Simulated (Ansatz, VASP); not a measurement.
Al: VASP beside Ansatz

Contents of INCAR:

```
ALGO = Normal
EDIFF = 1E-8
ENCUT = 520
GGA = PS
ISIF = 2
ISMEAR = -1
LASPH = T
LCHARG = F
LEFG = T
LREAL = F
LWAVE = F
NBANDS = 10
NELM = 60
PREC = Accurate
SIGMA = 0.05
```

KPOINTS

```
k-points
0
Gamma
  10 10 10
```

Contents of POSCAR:

```
Al
1.0
    0.0000000000      2.7415165562      2.7415165562
    2.7415165562      0.0000000000      2.7415165562
    2.7415165562      2.7415165562      0.0000000000
Al
2
Direct
   -0.2600000000     -0.0800000000     -0.0800000000
    0.2600000000      0.0800000000      0.0800000000
```

Input for Ansatz:

```yaml
crystal:
  lattice:
    - [0.0, 2.7415165562, 2.7415165562]
    - [2.7415165562, 0.0, 2.7415165562]
    - [2.7415165562, 2.7415165562, 0.0]
  atoms:
    - { symbol: Al, position: [-0.26, -0.08, -0.08] }
    - { symbol: Al, position: [0.26, 0.08, 0.08] }
kpoints:
  mp_grid: { grid: [10, 10, 10] }
scf:
  occupations: { method: fermi_dirac, width: 0.05 }
hamiltonian:
  xc: pbesol
  pseudopotentials: { kind: all_electron, datasets: crystal }
output:
  forces: true
  stress: true
  eigenvalues: true
  efg: { contact_densities: true }
```

Change from the starting cell: shortest bond scaled by 0.64, crystal datasets.

Alike in both runs: task electric field gradients; functional PBEsol; k mesh 10 × 10 × 10; occupations fermi-dirac, width 0.05 eV; no spin polarisation.

|  | VASP | Ansatz |
| --- | --- | --- |
| version | VASP 6.6.1 | Ansatz 0.2.0 |
| potentials or method | VASP PAW PBE potentials, release 64 (Al) | all-electron PAW with datasets made for the crystal, scalar-relativistic |
| plane-wave cutoff (eV) | 520 | see its input |

```tsv
	VASP	Ansatz	Ansatz less VASP
pressure (GPa)	59.7	59.7	+0.06
largest component of the traceless stress (GPa)	64.87	65.22	+0.354
rms of the force components (eV/Å)	19.222	19.353	+0.1312
Vzz of the field gradient on the site that differs most (V/Å²)	-11.3	35.2	+46.53
```

Atom by atom the forces differ by 0.131 eV/Å (rms over components). One of these differences is far larger than is usual between the two programs; its cause wasn't traced. Ansatz ran all-electron here, so the differences hold the error of VASP's frozen core and of both bases.

Caveats: so large a pressure means that the cell lies far from this level's equilibrium, or that cutoff or potentials fall short (VASP); the potentials were made for another functional, which shifts forces and pressure (VASP).
